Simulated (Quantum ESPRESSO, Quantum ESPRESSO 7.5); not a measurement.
**Si/SiC(110) interfaces: a series in the in-plane cubic lattice constant**

Aim: how the results for Si/SiC(110) interfaces change with the in-plane cubic lattice constant.

Main program and level: Quantum ESPRESSO 7.5; plane-wave DFT, PBE, GBRV ultrasoft pseudopotentials.

This is not the structure that Si takes at ambient pressure and room temperature (diamond type); it is a model or a phase of other conditions.

## Step 1: Starting point

The structure is orthorhombic, space group Imma (No. 74). The conventional cell has a = 3.069 Å, b = 4.353 Å, c = 4.340 Å, α = 90.00°, β = 90.00°, γ = 90.00°. Si has 4 Si at 1.88 to 2.43 Å nearest.

Set-up: Each bulk cell keeps the common in-plane lattice and relaxes along the normal and in its atoms; the superlattice is stacked from these relaxed cells and held, so that both halves are the crystals whose edges are computed. Edges are hung on the mean electrostatic potential over one period in the middle of each half. Fermi-Dirac smearing of 0.002 Ry; edges are taken by band count, which loses its meaning where this level closes a crystal's gap.

Members 4.674, 4.841, 5.009 and 5.176 took the same steps and show in the table alone.

## Step 2: Variable-cell relaxation, 4.34 Å

What the set-up leaves free in this member is relaxed.

Input file m0.first.relax.in:

```
&control
  prefix = 'm0.first.relax'
  outdir = './out'
  pseudo_dir = './pseudo'
  nstep = 70
  forc_conv_thr = 0.0004
  calculation = 'vc-relax'
/
&system
  ibrav = 0
  nat = 4
  ntyp = 1
  ecutwfc = 48
  ecutrho = 240
  occupations = 'smearing'
  smearing = 'fd'
  degauss = 0.002
/
&electrons
  conv_thr = 1e-09
  mixing_beta = 0.4
  electron_maxstep = 120
/
&ions
/
&cell
  cell_dofree = 'z'
  press_conv_thr = 0.4
/
ATOMIC_SPECIES
  Si  28.0850  si_pbe_v1.uspp.F.UPF
CELL_PARAMETERS angstrom
  4.34000000000000 0.00000000000000 0.00000000000000
  0.00000000000000 3.06884343034962 0.00000000000000
  0.00000000000000 0.00000000000000 4.35346129029397
ATOMIC_POSITIONS crystal
  Si  0.000000000000 0.000000000000 0.000000000000
  Si  0.250000000000 0.500000000000 0.000000000000
  Si  0.500000000000 0.500000000000 0.500000000000
  Si  0.750000000000 0.000000000000 0.500000000000
K_POINTS automatic
  3 4 4 0 0 0
```

Command:

```console
> OMP_NUM_THREADS=1 mpirun -n 4 pw.x -nk 2 -in m0.first.relax.in > m0.first.relax.out
```

Output:

```text
Program PWSCF v.7.5 starts
[citation notice left out]

     Parallel version (MPI & OpenMP), running on       4 processor cores
     Number of MPI processes:                 4
     Threads/MPI process:                     1

     MPI processes distributed on     1 nodes
[...]
Current dimensions of program PWSCF are:
     Max number of different atomic species (ntypx) = 10
     Max number of k-points (npk) =  40000
     Max angular momentum in pseudopotentials (lmaxx) =  4
     Found identity + ( -0.5000 -0.5000 -0.5000) symmetry
     This is a supercell, fractional translations are disabled
     Message from routine setup:
     using ibrav=0 with symmetry is DISCOURAGED, use correct ibrav instead

     K-points division:     npool     =       2
     R & G space division:  proc/nbgrp/npool/nimage =       2
     Subspace diagonalization in iterative solution of the eigenvalue problem:
     a serial algorithm will be used

     Parallelization info
     --------------------
     sticks:   dense  smooth     PW     G-vecs:    dense   smooth      PW
     Min         453     364    112                12272     8800    1456
     Max         456     365    113                12273     8801    1457
     Sum         909     729    225                24545    17601    2913

     Using Slab Decomposition

     bravais-lattice index     =            0
     lattice parameter (alat)  =       8.2014  a.u.
     unit-cell volume          =     391.2873 (a.u.)^3
     number of atoms/cell      =            4
     number of atomic types    =            1
     number of electrons       =        16.00
     number of Kohn-Sham states=           12
     kinetic-energy cutoff     =      48.0000  Ry
     charge density cutoff     =     240.0000  Ry
     scf convergence threshold =      1.0E-09
     mixing beta               =       0.4000
     number of iterations used =            8  plain     mixing
     energy convergence thresh.=      1.0E-04
     force convergence thresh. =      4.0E-04
     press convergence thresh. =      4.0E-01
     Exchange-correlation= SLA  PW   PBE  PBE
                           (   1   4   3   4   0   0   0)
     nstep                     =           70

     celldm(1)=   8.201411  celldm(2)=   0.000000  celldm(3)=   0.000000
     celldm(4)=   0.000000  celldm(5)=   0.000000  celldm(6)=   0.000000

     crystal axes: (cart. coord. in units of alat)
               a(1) = (   1.000000   0.000000   0.000000 )
               a(2) = (   0.000000   0.707107   0.000000 )
               a(3) = (   0.000000   0.000000   1.003102 )

     reciprocal axes: (cart. coord. in units 2 pi/alat)
               b(1) = (  1.000000  0.000000  0.000000 )
               b(2) = (  0.000000  1.414214  0.000000 )
               b(3) = (  0.000000  0.000000  0.996908 )

     PseudoPot. # 1 for Si read from file:
     ./pseudo/si_pbe_v1.uspp.F.UPF
     Pseudo is Ultrasoft + core correction, Zval =  4.0
     Generated by new atomic code, or converted to UPF format
     Using radial grid of  899 points,  6 beta functions with:
                l(1) =   0
                l(2) =   0
                l(3) =   1
                l(4) =   1
                l(5) =   2
                l(6) =   2
     Q(r) pseudized with  8 coefficients,  rinner =    0.900   0.900   0.900
                                                       0.900   0.900

     atomic species   valence    mass     pseudopotential
     Si                4.00    28.08500     Si( 1.00)

      4 Sym. Ops. (no inversion) found

   Cartesian axes

     site n.     atom                  positions (alat units)
         1        Si     tau(   1) = (   0.0000000   0.0000000   0.0000000  )
         2        Si     tau(   2) = (   0.2500000   0.3535534   0.0000000  )
         3        Si     tau(   3) = (   0.5000000   0.3535534   0.5015508  )
         4        Si     tau(   4) = (   0.7500000   0.0000000   0.5015508  )

     number of k points=    18  Fermi-Dirac smearing, width (Ry)=  0.0020
                       cart. coord. in units 2pi/alat
        k(    1) = (   0.0000000   0.0000000   0.0000000), wk =   0.0416667
        k(    2) = (   0.0000000   0.0000000   0.2492270), wk =   0.0833333
        k(    3) = (   0.0000000   0.0000000  -0.4984540), wk =   0.0416667
        k(    4) = (   0.0000000   0.3535534   0.0000000), wk =   0.0833333
        k(    5) = (   0.0000000   0.3535534   0.2492270), wk =   0.1666667
        k(    6) = (   0.0000000   0.3535534  -0.4984540), wk =   0.0833333
        k(    7) = (   0.0000000  -0.7071068   0.0000000), wk =   0.0416667
        k(    8) = (   0.0000000  -0.7071068   0.2492270), wk =   0.0833333
        k(    9) = (   0.0000000  -0.7071068  -0.4984540), wk =   0.0416667
        k(   10) = (   0.3333333   0.0000000   0.0000000), wk =   0.0833333
[...]
k(   18) = (   0.3333333  -0.7071068  -0.4984540), wk =   0.0833333

     Dense  grid:    24545 G-vectors     FFT dimensions: (  45,  30,  45)

     Smooth grid:    17601 G-vectors     FFT dimensions: (  40,  25,  40)

     Estimated max dynamical RAM per process >      31.78 MB

     Estimated total dynamical RAM >     121.13 MB

     Initial potential from superposition of free atoms

     starting charge      15.9973, renormalised to      16.0000
     Starting wfcs are   16 randomized atomic wfcs

     total cpu time spent up to now is        0.8 secs

     per-process dynamical memory:    17.5 Mb

     Self-consistent Calculation

     iteration #  1     ecut=    48.00 Ry     beta= 0.40
     Davidson diagonalization with overlap
     ethr =  1.00E-02,  avg # of iterations =  3.4

     total cpu time spent up to now is        1.1 secs

     total energy              =     -37.73398204 Ry
     estimated scf accuracy    <       0.29696403 Ry

     iteration #  2     ecut=    48.00 Ry     beta= 0.40
[...]
total energy              =     -37.73039888 Ry
     estimated scf accuracy    <       0.05005560 Ry

     iteration #  3     ecut=    48.00 Ry     beta= 0.40
[...]
total energy              =     -37.73923952 Ry
     estimated scf accuracy    <       0.00253251 Ry

     iteration #  4     ecut=    48.00 Ry     beta= 0.40
[...]
total energy              =     -37.73974418 Ry
     estimated scf accuracy    <       0.00144463 Ry

     iteration #  5     ecut=    48.00 Ry     beta= 0.40
[...]
total energy              =     -38.26634183 Ry
     estimated scf accuracy    <       0.00681561 Ry

[...]
iteration #  9     ecut=    48.00 Ry     beta= 0.40
[...]
End of self-consistent calculation

[...]
the Fermi energy is     9.6488 ev

!    total energy              =     -38.26667473 Ry
     estimated scf accuracy    <          4.2E-10 Ry
     smearing contrib. (-TS)   =      -0.00031348 Ry
     internal energy E=F+TS    =     -38.26636125 Ry

     The total energy is F=E-TS. E is the sum of the following terms:
     one-electron contribution =      16.49252501 Ry
     hartree contribution      =       0.81207804 Ry
     xc contribution           =     -17.45057715 Ry
     ewald contribution        =     -38.12038714 Ry

     convergence has been achieved in   9 iterations

     Forces acting on atoms (cartesian axes, Ry/au):

     atom    1 type  1   force =    -0.03920549    0.00000000    0.00000000
     atom    2 type  1   force =     0.03920556    0.00000000    0.00000000
     atom    3 type  1   force =    -0.03920580    0.00000000    0.00000000
     atom    4 type  1   force =     0.03920574    0.00000000    0.00000000

     Total force =     0.078411     Total SCF correction =     0.000008

     Computing stress (Cartesian axis) and pressure

          total   stress  (Ry/bohr**3)                   (kbar)     P=      106.85
   0.00116659   0.00000000   0.00000000          171.61        0.00        0.00
   0.00000000   0.00040834   0.00000000            0.00       60.07        0.00
   0.00000000   0.00000000   0.00060415            0.00        0.00       88.87

     Energy error            =      8.6E-02 Ry
     Gradient error          =      3.9E-02 Ry/Bohr
     Cell gradient error     =      8.9E+01 kbar

     number of scf cycles    =   3
     number of bfgs steps    =   2

     enthalpy           old  =     -38.1808418225 Ry
     enthalpy           new  =     -38.2666747303 Ry

     CASE: enthalpy          _new < enthalpy          _old

     new trust radius        =       0.1269237890 bohr
     new conv_thr            =       0.0000000010 Ry

     new unit-cell volume =    431.79931 a.u.^3 (    63.98606 Ang^3 )
     density =      2.91540 g/cm^3

CELL_PARAMETERS (angstrom)
   4.340000000   0.000000000   0.000000000
   0.000000000   3.068843430   0.000000000
   0.000000000   0.000000000   4.804197864

ATOMIC_POSITIONS (crystal)
Si              -0.0857089062        0.0000000000        0.0000000000
Si               0.3357090715        0.5000000000        0.0000000000
Si               0.4142909083        0.5000000000        0.5000000000
Si               0.8357089264        0.0000000000        0.5000000000

[...]
NEW-OLD atomic charge density approx. for the potential
     New effective cutoffs (rho, wfc):  239.47   47.95

     total cpu time spent up to now is       12.7 secs

     per-process dynamical memory:    38.4 Mb

[...]
!    total energy              =     -38.28145808 Ry
[...]
Total force =     0.032266     Total SCF correction =     0.000002
[...]
number of bfgs steps    =   3
[...]
new trust radius        =       0.0449345300 bohr
[...]
!    total energy              =     -38.28338196 Ry
[...]
Total force =     0.014951     Total SCF correction =     0.000003
[...]
number of bfgs steps    =   4
[...]
new trust radius        =       0.0239511510 bohr
[...]
!    total energy              =     -38.28386063 Ry
[...]
Total force =     0.004534     Total SCF correction =     0.000001
[...]
number of bfgs steps    =   5
[...]
new trust radius        =       0.0130106991 bohr
[...]
!    total energy              =     -38.28402365 Ry
[...]
Total force =     0.000625     Total SCF correction =     0.000001
[...]
number of bfgs steps    =   6
[...]
new trust radius        =       0.0057969241 bohr
[...]
!    total energy              =     -38.28403753 Ry
[...]
Total force =     0.000001     Total SCF correction =     0.000002
[...]
Self-consistent Calculation

     iteration #  1     ecut=    48.00 Ry     beta= 0.40
     Davidson diagonalization with overlap
     c_bands:  1 eigenvalues not converged
     ethr =  1.00E-06,  avg # of iterations = 14.9

     total cpu time spent up to now is       28.4 secs

     total energy              =     -38.28265182 Ry
     estimated scf accuracy    <       0.04518157 Ry

[...]
iteration # 11     ecut=    48.00 Ry     beta= 0.40
[...]
End of self-consistent calculation

          k = 0.0000 0.0000 0.0000 (  2407 PWs)   bands (ev):

    -4.4202   0.7204   2.4307   2.7319   3.7872   7.6660   7.7860   9.4184
     9.4819  11.3932  12.3346  13.2546

          k = 0.0000 0.0000 0.2252 (  2444 PWs)   bands (ev):

    -4.0381  -1.0757   3.1087   3.5934   5.4575   6.0095   6.3782   9.8112
    11.5641  12.2239  12.6205  13.1541

          k = 0.0000 0.0000-0.4504 (  2420 PWs)   bands (ev):

    -2.9039  -2.9039   4.2233   4.2233   4.7344   4.7344   9.2011   9.2011
    10.7743  10.7743  13.1050  13.1050

          k = 0.0000 0.3536 0.0000 (  2411 PWs)   bands (ev):

    -3.4860   1.6594   2.6795   3.2638   4.6977   5.4628   7.6331   8.4410
     8.8699  10.1734  11.4302  12.1615

          k = 0.0000 0.3536 0.2252 (  2437 PWs)   bands (ev):

    -3.1053  -0.1524   3.0541   4.4736   5.8117   5.9270   6.3039   7.2268
     8.2971  11.4806  11.9972  12.1379

          k = 0.0000 0.3536-0.4504 (  2432 PWs)   bands (ev):

    -1.9752  -1.9752   4.1610   4.1610   5.6149   5.6149   6.8262   6.8262
     9.7909   9.7909  12.9505  12.9505

[...]
the Fermi energy is     8.9807 ev

!    total energy              =     -38.28404801 Ry
     estimated scf accuracy    <          4.0E-13 Ry
     smearing contrib. (-TS)   =      -0.00024099 Ry
     internal energy E=F+TS    =     -38.28380702 Ry

     The total energy is F=E-TS. E is the sum of the following terms:
     one-electron contribution =      16.45659470 Ry
     hartree contribution      =       0.59994631 Ry
     xc contribution           =     -17.26624989 Ry
     ewald contribution        =     -38.07409814 Ry

     convergence has been achieved in  11 iterations

     Forces acting on atoms (cartesian axes, Ry/au):

     atom    1 type  1   force =    -0.00000028    0.00000000    0.00000000
     atom    2 type  1   force =    -0.00000020    0.00000000    0.00000000
     atom    3 type  1   force =    -0.00000005    0.00000000    0.00000000
     atom    4 type  1   force =     0.00000053    0.00000000    0.00000000

     Total force =     0.000001     Total SCF correction =     0.000000
     SCF correction compared to forces is large: reduce conv_thr to get better values

     Computing stress (Cartesian axis) and pressure

          total   stress  (Ry/bohr**3)                   (kbar)     P=       -0.89
   0.00018938   0.00000000   0.00000000           27.86        0.00        0.00
   0.00000000  -0.00020528   0.00000000            0.00      -30.20        0.00
   0.00000000   0.00000000  -0.00000215            0.00        0.00       -0.32

[...]
=------------------------------------------------------------------------------=
   JOB DONE.
=------------------------------------------------------------------------------=
```

Elapsed: 33 s, on 4 MPI ranks of Intel Xeon at 2.70GHz, shared host; peak memory 0.33 GiB; 2.2 min of CPU time.

Step by step:

```csv
step,energy less that of the first step (eV),largest force (eV/Å),volume (Å³)
1,0.0000,11.2918,57.98
2,-5.9984,2.3046,57.67
3,-7.1662,1.0080,62.06
4,-7.3674,0.4148,63.99
5,-7.3935,0.1922,64.48
6,-7.4001,0.0583,64.47
7,-7.4023,0.0080,64.26
8,-7.4025,0.0000,64.18
9,-7.4026,0.0000,64.18
```

```csv
cell as run,before,after,change
a (Å),4.340,4.340,+0.0 %
b (Å),3.069,3.069,-0.0 %
c (Å),4.353,4.818,+10.7 %
volume (Å³/atom),14.50,16.04,+10.7 %
```

The atoms that moved most (Å, as changes of fractional coordinates times the final cell):

```csv
atom,dx,dy,dz,length
Si1,-0.414,0.000,0.000,0.414
Si4,0.414,0.000,0.000,0.414
Si2,0.414,0.000,0.000,0.414
Si3,-0.414,0.000,0.000,0.414
```

 The last row is no step: it is a fresh SCF in the final cell with a new plane-wave basis, -0 meV from the row before.

Numbers from this step:

* free energy: -520.8810 eV
* energy at zero smearing: -520.8794 eV
* Fermi energy: 8.981 eV

[end of part 1 of 11]

[Logs are printed without paths, hosts, clocks, repeated set-up lines and the standing remarks that a program may print on its own settings, such as how far it seeks lower states.]

[Hosts, paths, dates, database ids (printed as entryN), source tags and the programs' standing remarks are cut or masked in the printed files.]

[Maps of the electrostatic potential energy from Ansatz leave out the sawtooth potential of an applied field or a dipole correction, so their vacuum need not be flat; planar profiles and work functions include it.]
